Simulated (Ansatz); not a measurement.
# Ti (P6_3/mmc) in Ansatz: further runs, part 2 of 2

Ansatz 0.2.0.

**4. Relaxation of cell and atoms, PBE+D3(BJ)-ATM**

The input, input.yaml:

```yaml
crystal:
  lattice:
    - [2.95, 0.0, 0.0]
    - [-1.475, 2.5547749412, 0.0]
    - [0.0, 0.0, 4.68]
  atoms:
    - { symbol: Ti, position: [0.6666666667, 0.3333333333, 0.75] }
    - { symbol: Ti, position: [0.3333333333, 0.6666666667, 0.25] }
hamiltonian:
  xc: pbe
  pseudopotentials: { kind: paw }
  dispersion: d3bjatm
kpoints:
  mp_grid: { grid: [10, 10, 6] }
scf:
  occupations: { method: fermi_dirac, width: 0.05 }
output:
  forces: true
  stress: true
  eigenvalues: true
  write_density: true
  write_potential: true
  elf: true
  volumetric_format: npy
relax:
  f_tol: 0.01
  max_steps: 40
  cell: { stress_tol: 0.05 }
```

Potentials or basis: Ansatz PAW.

Started as:

```
ansatz run input.yaml --threads 2 --pin off --max-ram 5632MiB --backend cpu --events-out ev --progress --plain --runs-dir out
```

Standard output:

```text
Warning: RAYON_NUM_THREADS=2 ignored (pool sized by the plan → 2); use --threads N
Engine: ansatz 0.2.0, aarch64-unknown-linux-gnu
Pseudopotentials: kind: paw
Pseudopotential: Ti, paw, valence charge 12, recommended cutoff 420 eV (normal), Ti.paw.azcp
Functional definition: PBE
  parameter kappa = 0.804
  parameter beta = 0.06672455060314922
  exchange = pbe_x(kappa = kappa, mu = beta*pi^2/3)
  correlation = pbe_c(beta = beta)
Crystal: 2 atoms, lattice volume = 35.271 Å³
Basis set: ecut = 420 eV, 687 PW (Γ), exchange–correlation on 40×40×64 points (8 copies of the dense FFT grid, shifted against one another)
Bands: 16, of which v1, the nominal top of the filled ones, is band 12 counted from 1 (11 counted from 0)
Symmetry: 24 space group operations
Space group: P63/mmc (ITA 194), of the structure as read, at distance tolerance 3.3e-5 Å
k-points: 56 of 600
Non-local potential: Ti, projectors of the file, l = 0: 3, l = 1: 2, l = 2: 3, l = 3: 1
PAW form: soft (Blöchl's): semilocal exchange-correlation on the pseudo side does not see the compensation charge
PAW one-centre angular grid: Ti, 590 points (default); XC on 64 Gauss nodes
Initial density: superposition of atomic densities (neutral atoms: chi_scale 0, normalization atom), corrected by the library's trained network
Initial wavefunctions: pseudopotential atomic-orbital guess
Functional: x = pbe(κ = 0.804, μ = 0.2195149727645171), c = pbe(β = 0.06672455060314922)
SCF iter   1: F=—  HF=-5000.416584 eV  |F-HF|=—  |Δ(HF+E_count)|=         —  Δρ=4.90e-3  dr2=4.08e-3  ethr=1.77e-3  ⟨swp⟩=4.1  Hψ=3660  notcnv=0
preconditioner: auto → none  [metal: Δε(μ)=0.021 eV  Ē_g=2.793 eV  σ=0.050 eV  W_gap=0.10  n_scr=8 (ndim 8)  ℏωp=17.7 eV  f_vac=0.000  D(μ)=2.39/eV (n_scr^D=22)  sad-step TF]
SCF iter   2: F=—  HF=-5000.415742 eV  |F-HF|=—  |Δ(HF+E_count)|=   8.43e-4  Δρ=2.45e-3  dr2=1.11e-3  ethr=1.70e-5  ⟨swp⟩=1.0  Hψ=1344  notcnv=0
SCF iter   3: F=—  HF=-5000.415890 eV  |F-HF|=—  |Δ(HF+E_count)|=   1.48e-4  Δρ=3.15e-4  dr2=1.45e-5  ethr=4.61e-6  ⟨swp⟩=2.3  Hψ=1255  notcnv=0
SCF iter   4: F=—  HF=-5000.415922 eV  |F-HF|=—  |Δ(HF+E_count)|=   3.20e-5  Δρ=8.21e-5  dr2=2.02e-6  ethr=6.05e-8  ⟨swp⟩=2.4  Hψ=1563  notcnv=0
iter 5 did not close the SCF: its close was put off for the readings that it lacked (scf_convergence_deferred on its scf_iter line)
SCF iter   5: F=-5000.415921 eV  HF=-5000.415921 eV  |F-HF|=3.27e-9  |Δ(HF+E_count)|=   5.74e-7  Δρ=1.05e-5  dr2=2.67e-8  ethr=8.42e-9  ⟨swp⟩=2.8  Hψ=1650  notcnv=0
SCF iter   6: F=-5000.415921 eV  HF=-5000.415921 eV  |F-HF|=1.46e-11  |Δ(HF+E_count)|=   4.16e-9  Δρ=6.47e-7  dr2=7.56e-11  ethr=1.11e-10  ⟨swp⟩=4.0  Hψ=4313  notcnv=0
SCF 1 converged in 6 iterations: F = -5000.415921 eV  dr2 = 7.56e-11
relax step   1: F+E_penalty+E_count = -5000.41592128 eV  Δ(F+E_penalty+E_count) = +0.000e0 eV  max|allowed force component| = 9.252e-17 eV/Å  Δτ_max = 0.0000 Å  P = -6.110 GPa  Ω = 35.271 Å³  (6 SCF iters, dr2 threshold 1.00e-7 eV, accepted)
Crystal: 2 atoms, lattice volume = 31.028 Å³
Basis set: ecut = 420 eV, 603 PW (Γ), exchange–correlation on 40×40×64 points (8 copies of the dense FFT grid, shifted against one another)
Initial density: handed on by an earlier stage of this run
Initial wavefunctions: those handed on with the density
iter 1 solved again at ethr=1.69e-5 eV; its pass at ethr=3.10e-3 eV (dr2=4.06e-3 eV) is discarded
SCF iter   1: F=—  HF=-5000.388404 eV  |F-HF|=—  |Δ(HF+E_count)|=         —  Δρ=3.96e-3  dr2=4.20e-3  ethr=1.69e-5  ⟨swp⟩=1.0  Hψ=5998  notcnv=0
preconditioner: auto → none  [metal: Δε(μ)=0.092 eV  Ē_g=3.134 eV  σ=0.050 eV  W_gap=0.39  n_scr=8 (ndim 8)  ℏωp=18.9 eV  f_vac=0.000  D(μ)=2.22/eV (n_scr^D=22)]
SCF iter   2: F=—  HF=-5000.388545 eV  |F-HF|=—  |Δ(HF+E_count)|=   1.40e-4  Δρ=1.54e-3  dr2=3.16e-4  ethr=1.69e-5  ⟨swp⟩=2.2  Hψ=1382  notcnv=0
[... 78 lines left out ...]
iter 1 solved again at ethr=4.98e-10 eV; its pass at ethr=3.10e-3 eV (dr2=1.20e-7 eV) is discarded
SCF iter   1: F=—  HF=-5000.454688 eV  |F-HF|=—  |Δ(HF+E_count)|=         —  Δρ=1.21e-6  dr2=9.36e-11  ethr=4.98e-10  ⟨swp⟩=3.0  Hψ=6427  notcnv=0
SCF iter   2: F=—  HF=-5000.454663 eV  |F-HF|=—  |Δ(HF+E_count)|=   2.46e-5  Δρ=6.41e-7  dr2=3.01e-11  ethr=1.00e-12  ⟨swp⟩=2.0  Hψ=1608  notcnv=0
iter 3 did not close the SCF: its close was put off for the readings that it lacked (scf_convergence_deferred on its scf_iter line)
SCF iter   3: F=-5000.454663 eV  HF=-5000.454663 eV  |F-HF|=1.09e-11  |Δ(HF+E_count)|=  1.64e-11  Δρ=3.45e-7  dr2=6.80e-12  ethr=1.00e-12  ⟨swp⟩=1.0  Hψ=896  notcnv=0
iter 4 did not close the SCF: its close was put off for the readings that it lacked (scf_convergence_deferred on its scf_iter line)
SCF iter   4: F=-5000.454663 eV  HF=-5000.454663 eV  |F-HF|=1.82e-12  |Δ(HF+E_count)|=  1.18e-11  Δρ=5.95e-8  dr2=4.81e-13  ethr=1.00e-12  ⟨swp⟩=1.0  Hψ=896  notcnv=0
iter 5 did not close the SCF: its close was put off for the readings that it lacked (scf_convergence_deferred on its scf_iter line)
SCF iter   5: F=-5000.454663 eV  HF=-5000.454663 eV  |F-HF|=9.09e-13  |Δ(HF+E_count)|=  1.82e-12  Δρ=9.42e-9  dr2=7.67e-15  ethr=1.00e-12  ⟨swp⟩=1.0  Hψ=896  notcnv=0
iter 6 did not close the SCF: its close was put off for the readings that it lacked (scf_convergence_deferred on its scf_iter line)
SCF iter   6: F=-5000.454663 eV  HF=-5000.454663 eV  |F-HF|=9.09e-13  |Δ(HF+E_count)|=    0.00e0  Δρ=2.89e-9  dr2=1.44e-15  ethr=1.00e-12  ⟨swp⟩=1.0  Hψ=896  notcnv=0
SCF iter   7: F=-5000.454663 eV  HF=-5000.454663 eV  |F-HF|=0.00e0  |Δ(HF+E_count)|=    0.00e0  Δρ=8.10e-10  dr2=6.52e-17  ethr=1.00e-12  ⟨swp⟩=1.1  Hψ=2024  notcnv=0
SCF 8 converged in 7 iterations: F = -5000.454663 eV  dr2 = 6.52e-17
relax step   8: F+E_penalty+E_count = -5000.45466342 eV  Δ(F+E_penalty+E_count) = -2.735e-6 eV  max|allowed force component| = 6.939e-16 eV/Å  Δτ_max = 0.0000 Å  P = -0.001 GPa  Ω = 33.331 Å³  stress off target by 1.60e-3 GPa  SCF on the basis re-selected at this cell (its energy is not comparable with the rows above)  (7 SCF iters)
basis re-selected at this cell: Δ(F+E_penalty+E_count) = -2.735e-6 eV, ΔP = -0.000 GPa vs the last step (what re-selecting the basis moved, of the pressure what is left beyond the Pulay correction that the steps carried, after the strain that the cell walked since its last selection, with what the two solves' SCF thresholds leave and, on support functions, any second-order correction that the steps lacked; it is no measure of the basis error at this ecutwfc). This SCF's stress stands 1.60e-3 GPa from its target on what of the cell is left free (relax.cell.stress_tol is 5.00e-2 GPa) and its largest allowed force component is 6.94e-16 eV/Å (relax.f_tol is 1.00e-2 eV/Å): within both
SCF converged after 7 iterations
Free energy (F): -5000.454663 eV
Harris-Foulkes:  -5000.454663 eV  (|F-HF|=0.00e0)
Internal energy: -5000.435771 eV  (E = F + TS)
E sigma→0 (E₀):  -5000.445217 eV
Entropy (-TS):   -0.018892 eV (-9.446 meV/atom)
Fermi energy:    14.038071 eV
--- Per-component energies (eV) ---
  E_band       = -298.031318
  E_kinetic    = 547.001240
  E_local      = -1580.320632  (includes V_loc(G=0)·N_el)
  E_nonlocal   = 16.250102
  E_hartree    = 653.087012
  E_xc         = -195.672885
  E_vxc        = -244.876242  (∫ρ·V_xc dr)
  E_paw        = -2095.468473  (= ΣΔE_a)
  E_vpaw       = -342.260032  (= ΣTr[D̂ρ^β])
  E_aug_tail   = 0.000222  (compensation charges beyond the density's cutoff)
  E_ewald      = -2344.175203
  E_disp       = -1.137154  (pairwise vdW)
  E_smearing   = -0.018892  (= −TS)
  E_closure    = 0.000000  (closes the sum)
  Σ components = -5000.454663   (vs F -5000.454663, Δ=0.00e0)
--- Forces (eV/Å), atoms counted from 1 ---
  atom   1  Ti    -0.00000000    -0.00000000    -0.00000000
  atom   2  Ti    -0.00000000     0.00000000     0.00000000
  max |Σ_I F_I| component: 7.40e-17 eV/Å
--- Stress (GPa, compression-positive) ---
       -0.000010       0.000000       0.000000
        0.000000      -0.000010      -0.000000
        0.000000      -0.000000      -0.001603
  P = ⅓ Tr σ = -0.0005 GPa (-0.005 kbar)
--- Band table (eV; the first three rows and the last of 56) ---
  k-point 0: bands = ["-42.6984", "-42.5329", "-19.3596", "-18.6266", "-18.6266", "-18.5412", "-18.5100", "-18.5100", "7.7720", "11.2608", "14.8416", "14.8416", "14.9546", "14.9909", "15.3796", "15.3796"]
  k-point 1: bands = ["-42.6874", "-42.5442", "-19.3071", "-18.6188", "-18.6188", "-18.5984", "-18.5179", "-18.5179", "8.0153", "11.1529", "14.5656", "14.7379", "14.7379", "14.8542", "15.2468", "15.2468"]
  k-point 2: bands = ["-42.6575", "-42.5748", "-19.1619", "-18.7530", "-18.5976", "-18.5976", "-18.5393", "-18.5393", "8.7026", "10.6440", "14.0863", "14.5078", "14.6546", "14.6546", "14.9703", "14.9703"]
  k-point 55: bands = ["-42.5222", "-42.5222", "-19.1550", "-19.1550", "-18.9139", "-18.9139", "-18.6517", "-18.6517", "12.4480", "12.4480", "13.2011", "13.2011", "13.8312", "13.8312", "15.7838", "15.7838"]
--- Relaxed structure (6 steps of the walk, 5 accepted, 2 SCFs on fresh bases) ---
  F+E_penalty+E_count = -5000.45466342 eV   max|allowed force component| = 6.939e-16 eV/Å   (the final SCF, on the basis selected at the relaxed cell)
  cell:  # Å, volume = 33.3310 Å³
    - [2.899706594953557, 2.364044924680781e-34, 2.5264602248496897e-35]
    - [-1.4498532974767786, 2.511219574751054, -1.8433326890464976e-18]
    - [4.0080792719367654e-35, -3.3767346178627183e-18, 4.577297974430602]
  atoms:
    - { symbol: Ti, position: [0.6666666666666669, 0.3333333333333334, 0.7500000000000001] }
    - { symbol: Ti, position: [0.3333333333333334, 0.6666666666666669, 0.25000000000000006] }
```

v_z.tsv:

```text
# z_ang	v_es[eV]	v_tot[eV]
# format = ansatz-planar-average/11
# xc	pbe
# density_cutoff_ev	1680
# datasets	Ti=:simpson_from_first_knot:soft
# lattice	2.899706595	0.000000000	0.000000000
# lattice	-1.449853297	2.511219575	-0.000000000
# lattice	0.000000000	-0.000000000	4.577297974
# sites	2
# site	22	1.449853297	0.837073192	3.432973481
# site	22	0.000000000	1.674146383	1.144324494
0.000000	1.317307e1	3.563660e0
0.143041	1.275875e1	3.131738e0
0.286081	1.132801e1	1.453383e0
0.429122	9.039209e0	-1.426396e0
0.572162	6.472680e0	-4.787918e0
0.715203	4.144492e0	-7.907232e0
[... 24 lines left out ...]
4.291217	1.132801e1	1.453383e0
4.434257	1.275875e1	3.131738e0
```

Run time: 9.8 s. Hardware: 2 threads of Arm Neoverse V1, shared host; peak memory 0.3 GiB.

What came out:

* Free energy: -5000.4547 eV
* Relaxed volume: 16.67 Å³/atom
* Relaxed cell: a = 2.900 Å, b = 2.900 Å, c = 4.577 Å, α = 90.00°, β = 90.00°, γ = 120.00°
* Space group after relaxing (to 0.05 Å): P6_3/mmc (No. 194)
* Energy gained by relaxing: 19.4 meV/atom
* Ionic steps: 7
* Pressure after relaxing: 0.0 GPa
* Band gap on the k mesh: none (metal or under the smearing width)

The path:
```csv
step,energy change (eV),largest force (eV/Å),volume (Å³)
1,0.0000,0.0000,35.27
2,-0.0386,0.0000,33.49
3,-0.0390,0.0000,33.31
4,-0.0390,0.0000,33.32
5,-0.0387,0.0000,33.32
6,-0.0387,0.0000,33.33
7,-0.0387,0.0000,33.33
```

Final structure:
```
CELL_PARAMETERS angstrom
2.89971 0.00000 0.00000
-1.44985 2.51122 0.00000
0.00000 0.00000 4.57730
ATOMIC_POSITIONS crystal
Ti 0.66667 0.33333 0.75000
Ti 0.33333 0.66667 0.25000
```

Caveat: the plane-wave basis is chosen anew once the cell has moved, so the energies of steps on either side of that aren't comparable; pairwise dispersion overbinds metals, which lowers pressure and volume.

**5. Relaxation of cell and atoms, PBE+D4**

input.yaml, as its differences from that of step 4:

```diff
@@ -11,3 +11,3 @@
   pseudopotentials: { kind: paw }
-  dispersion: d3bjatm
+  dispersion: d4
 kpoints:
```

Started as:

```
ansatz run input.yaml --threads 2 --pin off --max-ram 5632MiB --backend cpu --events-out ev --progress --plain --runs-dir out
```

It took 7.5 s on 2 threads of Arm Neoverse V1, shared host; peak memory 0.3 GiB.

The run converged. Its results:

- Free energy: -4999.7466 eV
- Relaxed volume: 17.11 Å³/atom
- Relaxed cell: a = 2.924 Å, b = 2.924 Å, c = 4.620 Å, α = 90.00°, β = 90.00°, γ = 120.00°
- Space group after relaxing (to 0.05 Å): P6_3/mmc (No. 194)
- Energy gained by relaxing: 5.5 meV/atom
- Ionic steps: 5
- Pressure after relaxing: 0.0 GPa
- Band gap on the k mesh: none (metal or under the smearing width)

Step by step:
| step | energy change (eV) | largest force (eV/Å) | volume (Å³) |
| --- | --- | --- | --- |
| 1 | 0.0000 | 0.0000 | 35.27 |
| 2 | -0.0110 | 0.0000 | 34.27 |
| 3 | -0.0111 | 0.0000 | 34.22 |
| 4 | -0.0111 | 0.0000 | 34.22 |
| 5 | -0.0110 | 0.0000 | 34.22 |

Final structure:
```
Ti
1.0
     2.92446    0.00000    0.00000
    -1.46223    2.53266    0.00000
     0.00000    0.00000    4.62020
Ti
2
Direct
  0.66667 0.33333 0.75000
  0.33333 0.66667 0.25000
```

Levels at points of the mesh, in eV from the Fermi level:
```
             k point  band 10  band 11  band 12  band 13  band 14  band 15
  (0.00, 0.00, 0.00)    -2.71     0.79     0.79     0.83     0.93     1.31
 (0.00, 0.00, -0.50)    -4.33     0.10     0.10     0.69     0.69     0.69
 (0.00, -0.50, 0.00)    -2.20    -1.87    -0.62     0.48     0.66     1.22
(0.00, -0.50, -0.50)    -2.57    -0.82    -0.82     1.37     1.37     1.77
```

Caveat: the plane-wave basis is chosen anew once the cell has moved, so the energies of steps on either side of that aren't comparable; pairwise dispersion overbinds metals, which lowers pressure and volume.

**6. Overview**

```tsv
level	gap on the mesh (eV)	pressure (GPa)	relaxed volume (Å³/atom)
PBE	none	0.0	17.40
PBE+D3(BJ)	none	0.0	16.50
PBE+D3(BJ)-ATM	none	0.0	16.67
PBE+D4	none	0.0	17.11
```

Alike in all rows: task relaxation of cell and atoms; potentials or basis Ansatz PAW; no spin polarisation; cell relaxed; k mesh 10 × 10 × 6; cutoff (eV) 420; smearing fermi-dirac 0.05 eV.

Caveats: the plane-wave basis is chosen anew once the cell has moved, so the energies of steps on either side of that aren't comparable; pairwise dispersion overbinds metals, which lowers pressure and volume (some runs).

Absolute energies hang on the potentials; compare differences alone.
